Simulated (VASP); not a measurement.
# Ga2As3 (P-6m2) in VASP: a series of runs

One crystal, Ga2As3, is run at these levels: PBE, PBEsol, PBE+TS-HI; tasks: relaxation of cell and atoms, relaxation of the atoms.

All numbers are computed with VASP 6.6.1; they aren't measurements. Logs are shortened: lines on timing, memory, paths and dates and some standing lists are left out, and cuts for length are marked.

## (1) Starting point

Symmetry: P-6m2, No. 187, hexagonal system. The conventional cell has a = 4.583 Å, b = 4.583 Å, c = 5.628 Å, α = 90.00°, β = 90.00°, γ = 120.00°. Ga (site symmetry -6m2) is surrounded by 8 As at 2.81 to 2.98 Å. Around Ga (site symmetry -6m2) lie 9 As at 2.65 to 3.01 Å. Around As (site symmetry 3m) lie 5 As at 2.76 to 3.01 Å and 6 Ga at 2.98 to 3.01 Å. As (site symmetry -6m2) has 5 Ga at 2.65 to 2.81 Å and 6 As at 3.01 Å as nearest neighbours.

The cell was built by a generator and needn't be a form met in nature.

## (2) Relaxation of cell and atoms, PBE

The input, INCAR:

```
SYSTEM = Ga2As3
PREC = Accurate ; ENCUT = 600
EDIFF = 1E-7 ; ISMEAR = 0
SIGMA = 0.05 ; LREAL = .FALSE.
LASPH = .TRUE. ; NELM = 80
ALGO = Fast ; ISIF = 3
LWAVE = .FALSE. ; LCHARG = .FALSE.
GGA = PE ; IBRION = 2
NSW = 40 ; EDIFFG = -0.02
```

The input, KPOINTS:

```
regular mesh
0
G
  7 7 5
  0 0 0
```

The input, POSCAR:

```
Ga2As3
1.0
    4.5830595800      0.0000000000      0.0000000000
   -2.2915297900      3.9690460300      0.0000000000
    0.0000000000      0.0000000000      5.6278310900
Ga As
2 3
Direct
    0.6666666700      0.3333333300      0.5000000000
    0.3333333300      0.6666666700      0.0000000000
    0.0000000000      0.0000000000      0.7454000100
    0.0000000000      0.0000000000      0.2545999900
    0.6666666700      0.3333333300      0.0000000000
```

Potentials or basis: VASP PAW PBE potentials, release 64 (Ga_d, As).

On the command line:

```sh
$ cat potpaw_PBE.64/Ga_d/POTCAR potpaw_PBE.64/As/POTCAR > POTCAR
$ mpirun -np 1 vasp_std > vasp.out
```

OUTCAR:

```text
SYSTEM = Ga2As3
   PREC = Accurate
   ENCUT = 600
   EDIFF = 1E-7
   ISMEAR = 0
   LREAL = .FALSE.
   LASPH = .TRUE.
   NELM = 80
   ISIF = 3
   GGA = PE
   IBRION = 2
   NSW = 40
   EDIFFG = -0.02

 ion  position               nearest neighbor table
   1  0.667  0.333  0.500-   5 2.81   5 2.81
   2  0.333  0.667  0.000-   5 2.65   5 2.65   5 2.65
   3  0.000  0.000  0.745-   4 2.76   4 2.87
   4  0.000  0.000  0.255-   3 2.76   3 2.87
   5  0.667  0.333  0.000-   2 2.65   2 2.65   2 2.65   1 2.81   1 2.81

  LATTYP: Found a hexagonal cell.
 ALAT       =     4.5830595800
 C/A-ratio  =     1.2279637635

  Lattice vectors:

 A1 = (   4.5830595800,   0.0000000000,   0.0000000000)
 A2 = (  -2.2915297900,   3.9690460300,   0.0000000000)
 A3 = (   0.0000000000,   0.0000000000,   5.6278310900)

Analysis of symmetry for initial positions (statically):
=====================================================================
 Subroutine PRICEL returns:
 Original cell was already a primitive cell.

 Routine SETGRP: Setting up the symmetry group for a
 hexagonal supercell.

 Subroutine GETGRP returns: Found 12 space group operations
 (whereof 12 operations were pure point group operations)
 out of a pool of 24 trial point group operations.

The static configuration has the point symmetry D_3h.

Analysis of symmetry for dynamics (positions and initial velocities):
=====================================================================
 Subroutine PRICEL returns:
 Original cell was already a primitive cell.

 Routine SETGRP: Setting up the symmetry group for a
 hexagonal supercell.

 Subroutine GETGRP returns: Found 12 space group operations
 (whereof 12 operations were pure point group operations)
 out of a pool of 24 trial point group operations.

The dynamic configuration has the point symmetry D_3h.

 Subroutine INISYM returns: Found 12 space group operations
 (whereof 12 operations are pure point group operations),
 and found     1 'primitive' translations

----------------------------------------------------------------------------------------

                                     Primitive cell

  volume of cell :     102.3724

  direct lattice vectors                    reciprocal lattice vectors
     4.583059580  0.000000000  0.000000000     0.218194851  0.125974855  0.000000000
    -2.291529790  3.969046030  0.000000000     0.000000000  0.251949711  0.000000000
     0.000000000  0.000000000  5.627831090     0.000000000  0.000000000  0.177688346

  length of vectors
     4.583059580  4.583059586  5.627831090     0.251949711  0.251949711  0.177688346

  position of ions in fractional coordinates (direct lattice)
     0.666666670  0.333333330  0.500000000
     0.333333330  0.666666670  0.000000000
     0.000000000  0.000000000  0.745400010
     0.000000000  0.000000000  0.254599990
     0.666666670  0.333333330  0.000000000

  ion indices of the primitive-cell ions
   primitive index   ion index
                 1           1
                 2           2
                 3           3
                 4           4
                 5           5

----------------------------------------------------------------------------------------

 KPOINTS: regular mesh

Automatic generation of k-mesh.
 Grid dimensions read from file:
 generate k-points for:    7    7    5

 Generating k-lattice:

  Cartesian coordinates                     Fractional coordinates (reciprocal lattice)
     0.031170693  0.017996408  0.000000000     0.142857143 -0.000000000  0.000000000
     0.000000000  0.035992816  0.000000000     0.000000000  0.142857143  0.000000000
     0.000000000  0.000000000  0.035537669     0.000000000  0.000000000  0.200000000

  Length of vectors
     0.035992816  0.035992816  0.035537669

  Shift w.r.t. Gamma in fractional coordinates (k-lattice)
     0.000000000  0.000000000  0.000000000

 Subroutine IBZKPT returns following result:
 ===========================================

 Found     24 irreducible k-points:

 Following reciprocal coordinates:
            Coordinates               Weight
  0.000000  0.000000  0.000000      1.000000
  0.142857  0.000000  0.000000      6.000000
  0.285714  0.000000  0.000000      6.000000
  0.428571  0.000000  0.000000      6.000000
  0.142857  0.142857  0.000000      6.000000
  0.285714  0.142857  0.000000     12.000000
[... 16 lines left out ...]
  0.428571  0.142857  0.400000     12.000000
  0.285714  0.285714  0.400000     12.000000
   k-points           NKPTS =     24   k-points in BZ     NKDIM =     24   number of bands    NBANDS=     24
   number of dos      NEDOS =    301   number of ions     NIONS =      5
   total plane-waves  NPLWV =  76800
   dimension x,y,z NGX =    40 NGY =   40 NGZ =   48
   dimension x,y,z NGXF=    80 NGYF=   80 NGZF=   96
   ions per type =               2   3
   NGX,Y,Z   is equivalent  to a cutoff of  14.51, 14.51, 14.18 a.u.
   NGXF,Y,Z  is equivalent  to a cutoff of  29.02, 29.02, 28.36 a.u.
 SYSTEM =  Ga2As3
   PREC   = accura    normal or accurate (medium, high low for compatibility)
   ISTART =      0    job   : 0-new  1-cont  2-samecut
   ICHARG =      2    charge: 1-file 2-atom 10-const
   ISPIN  =      1    spin polarized calculation?
   LNONCOLLINEAR =      F non collinear calculations
   LSORBIT =      F    spin-orbit coupling
   LASPH  =      T    aspherical Exc in radial PAW
   ENCUT  =  600.0 eV  44.10 Ry    6.64 a.u.   9.15  9.15 11.24*2*pi/ulx,y,z
   NELM   =     80;   NELMIN=  2; NELMDL= -5     # of ELM steps
   EDIFF  = 0.1E-06   stopping-criterion for ELM
   LREAL  =      F    real-space projection
   EDIFFG = -.2E-01   stopping-criterion for IOM
   NSW    =     40    number of steps for IOM
   IBRION =      2    ionic relax: 0-MD 1-quasi-New 2-CG
   NFREE  =      1    steps in history (QN), initial steepest desc. (CG)
   ISIF   =      3    stress and relaxation
   ISYM   =      2    0-nonsym 1-usesym 2-fastsym
   POTIM  = 0.5000    time-step for ionic-motion
   TEBEG  =    0.0;   TEEND  =   0.0 temperature during run
   PSTRESS=    0.0 pullay stress
   NELECT =      41.0000    total number of electrons
   NUPDOWN=      -1.0000    fix difference up-down
   EMIN   =  10.00;   EMAX   =-10.00  energy-range for DOS
   EFERMI =   0.00;   METHOD = LEGACY
   ISMEAR =     0;   SIGMA  =   0.05  broadening in eV -4-tet -1-fermi 0-gaus
   EFERMI_NEDOS =   21; number of points for ismear=-14 and -15
   IALGO  =     68    algorithm
   IMIX   =      4    mixing-type and parameters
     AMIX     =   0.40;   BMIX     =  1.00
     AMIX_MAG =   1.60;   BMIX_MAG =  1.00
  volume/ion in A,a.u.               =      20.47       138.17
  Fermi-wavevector in a.u.,A,eV,Ry     =   1.206726  2.280381 19.812625  1.456187
  Thomas-Fermi vector in A             =   2.342384
   LORBIT       =      0    0 simple, 1 ext, 2 COOP (PROOUT), +10 PAW based schemes
   GGA     = PE    functional components
   LHFCALC =     F    Hartree Fock is set to
   AEXX    =    0.0000 exact exchange contribution
   IVDW    =     0    specifies the selected vdW correction
   LEPSILON=     F    determine dielectric tensor
   LRPA    =     F    only Hartree local field effects (RPA)
 conjugate gradient relaxation of ions
 non-spin polarized calculation
 RMM-DIIS sequential band-by-band and
 Gauss-broadening in eV      SIGMA  =   0.05
  energy-cutoff  :      600.00
  volume of cell :      102.37
 maximum number of plane-waves:      3428
 NGX is ok and might be reduce to    40
   NGX = 19   NGY = 19   NGZ = 23

--------------------------------------- Ionic step        1  -------------------------------------------

 number of electron      41.0000000 magnetization

 Free energy of the ion-electron system (eV)
  ---------------------------------------------------
  ext. energy  EPLUGINS =         0.00000000
  ---------------------------------------------------
  free energy    TOTEN  =       -18.16256353 eV

  energy without entropy =      -18.16027371  energy(sigma->0) =      -18.16141862

------------------------ aborting loop because EDIFF is reached ----------------------------------------

  FORCE on cell =-STRESS in cart. coord.  units (eV):
  Direction    XX          YY          ZZ          XY          YZ          ZX
  --------------------------------------------------------------------------------------
  -------------------------------------------------------------------------------------
  Total        2.1882777      2.1882777      1.7692954     -0.0000000      0.0000000     -0.0000000
  in kB       34.2476146     34.2476147     27.6903370     -0.0000000      0.0000000     -0.0000000
  external PRESSURE =      32.0618554 kB  Pullay stress =       0.0000000 kB
[... 219 lines left out ...]
  energy  without entropy=      -18.4570800337  energy(sigma->0) =      -18.45896332

--------------------------------------- Ionic step        7  -------------------------------------------

 number of electron      41.0000003 magnetization

 E-fermi :   4.5865     XC(G=0):  -9.9634

 val. band max:        4.5562229360   @ k =   0.2857   0.2857   0.4000
 cond. band min:       4.6075605864   @ k =   0.2857   0.1429   0.4000
 fundamental gap:      0.0513376504
 Fermi energy:         4.5864751984

 k-point     1 :       0.0000    0.0000    0.0000
  band No.  band energies     occupation
      1     -10.3104      2.00000
      2     -10.2564      2.00000
      3     -10.2564      2.00000
      4     -10.2428      2.00000
      5     -10.2428      2.00000
      6     -10.2419      2.00000
[... 673 lines left out ...]
  energy  without entropy=      -18.4569494606  energy(sigma->0) =      -18.45890716

--------------------------------------- Ionic step        8  -------------------------------------------

 number of electron      41.0000000 magnetization

 Free energy of the ion-electron system (eV)
  ---------------------------------------------------
  ext. energy  EPLUGINS =         0.00000000
  ---------------------------------------------------
  free energy    TOTEN  =       -18.46321954 eV

  energy without entropy =      -18.46000802  energy(sigma->0) =      -18.46161378

 E-fermi :   4.7059     XC(G=0): -10.0199

 val. band max:        4.6721398294   @ k =   0.2857   0.2857   0.4000
 cond. band min:       4.7310101572   @ k =   0.2857   0.1429   0.4000
 fundamental gap:      0.0588703278
 Fermi energy:         4.7058940405

 k-point     1 :       0.0000    0.0000    0.0000
  band No.  band energies     occupation
      1     -10.2067      2.00000
      2     -10.1500      2.00000
      3     -10.1500      2.00000
      4     -10.1350      2.00000
      5     -10.1341      2.00000
      6     -10.1341      2.00000
[... 669 lines left out ...]
  FREE ENERGIE OF THE ION-ELECTRON SYSTEM (eV)
  ---------------------------------------------------
  free  energy   TOTEN  =       -18.4632195421 eV

  energy  without entropy=      -18.4600080247  energy(sigma->0) =      -18.46161378

 reached required accuracy - stopping structural energy minimisation
```

Wall time 7.9 min (1 thread of AMD EPYC 9R45 (Zen 5), shared host); peak memory 0.27 GiB.

What came out:

| Property | Result |
| --- | --- |
| Free energy | -18.4632 eV |
| Relaxed volume | 21.94 Å³/atom |
| Relaxed cell | a = 4.730 Å, b = 4.730 Å, c = 5.664 Å, α = 90.00°, β = 90.00°, γ = 120.00° |
| Space group after relaxing (to 0.05 Å) | P-6m2 (No. 187) |
| Energy gained by relaxing | 60.1 meV/atom |
| Ionic steps | 8 |
| Pressure after relaxing | 0.0 GPa |
| Band gap on the k mesh | none (metal or under the smearing width) |

Forces on the atoms (eV/Å):
```
Ga   0.000  0.000  0.000
Ga   0.000  0.000  0.000
As   0.000  0.000 -0.002
As   0.000  0.000  0.002
As   0.000  0.000  0.000
```

The path:
```
step  energy change (eV)  largest force (eV/Å)  pressure (GPa)  volume (Å³)
   1              0.0000                0.9627            3.21       102.37
   2             -0.1297                0.8397           -0.57       108.56
   3             -0.1446                0.8413           -1.94       111.80
   4             -0.2726                0.5164           -1.23       111.33
   5             -0.2976                0.1234           -0.38       111.05
   6             -0.2983                0.0063           -0.57       111.10
   7             -0.2983                0.0327           -0.52       111.08
   8             -0.3007                0.0021            0.02       109.72
```

Final structure:
```
CELL_PARAMETERS angstrom
4.72976 0.00000 0.00000
-2.36488 4.09609 0.00000
0.00000 0.00000 5.66355
ATOMIC_POSITIONS crystal
Ga 0.66667 0.33333 0.50000
Ga 0.33333 0.66667 0.00000
As 0.00000 0.00000 0.71441
As 0.00000 0.00000 0.28559
As 0.66667 0.33333 0.00000
```

## (3) Relaxation of cell and atoms, PBEsol

The input, INCAR:

```
SYSTEM = Ga2As3
  PREC = Accurate
  ENCUT = 600
  EDIFF = 1E-7
  ISMEAR = 0
  SIGMA = 0.05
  LREAL = .FALSE.
  LASPH = .TRUE.
  NELM = 80
  ALGO = Normal
  ISIF = 3
  LWAVE = .FALSE.
  LCHARG = .FALSE.
  GGA = PS
  IBRION = 2
  NSW = 60
  EDIFFG = -0.01
```

KPOINTS is that of step 2.

POSCAR is that of step 2.

Potentials or basis: VASP PAW PBE potentials, release 64 (Ga_d, As).

On the command line:

```sh
$ cat potpaw_PBE.64/Ga_d/POTCAR potpaw_PBE.64/As/POTCAR > POTCAR
$ mpirun -np 1 vasp_std > vasp.out
```

Run time: 7.9 min. Hardware: 1 thread of AMD EPYC 9R45 (Zen 5), shared host; peak memory 0.26 GiB.

Results (log left out):

| Quantity | Value |
| --- | --- |
| Free energy | -20.6405 eV |
| Relaxed volume | 20.69 Å³/atom |
| Relaxed cell | a = 4.644 Å, b = 4.644 Å, c = 5.538 Å, α = 90.00°, β = 90.00°, γ = 120.00° |
| Space group after relaxing (to 0.05 Å) | P-6m2 (No. 187) |
| Energy gained by relaxing | 40.9 meV/atom |
| Ionic steps | 12 |
| Pressure after relaxing | 0.0 GPa |
| Largest force after relaxing | 0.005 eV/Å |
| Band gap on the k mesh | none (metal or under the smearing width) |

Forces on the atoms (eV/Å):
```
Ga   0.000  0.000  0.000
Ga   0.000  0.000  0.000
As   0.000  0.000  0.005
As   0.000  0.000 -0.005
As   0.000  0.000  0.000
```

Step by step:
| step | energy change (eV) | largest force (eV/Å) | pressure (GPa) | volume (Å³) |
| --- | --- | --- | --- | --- |
| 1 | 0.0000 | 0.9067 | -0.21 | 102.37 |
| 2 | -0.0786 | 0.8001 | -0.14 | 101.97 |
| 3 | -0.1783 | 0.4736 | 2.10 | 100.78 |
| 4 | -0.1792 | 0.3848 | 0.79 | 101.26 |
| 5 | -0.1912 | 0.1147 | 1.27 | 101.06 |
| 6 | -0.1917 | 0.0075 | 1.43 | 101.00 |
| 7 | -0.1973 | 0.2442 | -0.49 | 104.79 |
| 8 | -0.2023 | 0.1389 | 0.27 | 103.22 |
| 9 | -0.2030 | 0.0598 | -0.22 | 103.68 |
| 10 | -0.2034 | 0.0126 | -0.05 | 103.51 |
| 11 | -0.2041 | 0.0099 | -0.02 | 103.48 |
| 12 | -0.2044 | 0.0050 | -0.01 | 103.44 |

Final structure:
```
Ga As
1.0
     4.64388    0.00000    0.00000
    -2.32194    4.02172    0.00000
     0.00000    0.00000    5.53834
Ga As
2 3
Direct
  0.66667 0.33333 0.50000
  0.33333 0.66667 0.00000
  0.00000 0.00000 0.71866
  0.00000 0.00000 0.28134
  0.66667 0.33333 0.00000
```

Levels at points of the mesh, in eV from the Fermi level:
```csv
k point,band 17,band 18,band 19,band 20,band 21,band 22,band 23,band 24
"(0.00, 0.00, 0.00)",-2.88,-2.33,-2.17,-2.17,-1.65,0.14,0.14,1.98
```

Caveat: the PAW data sets were made with another functional, which shifts forces and pressure a little.

(Part 1 of 2 ends here.)
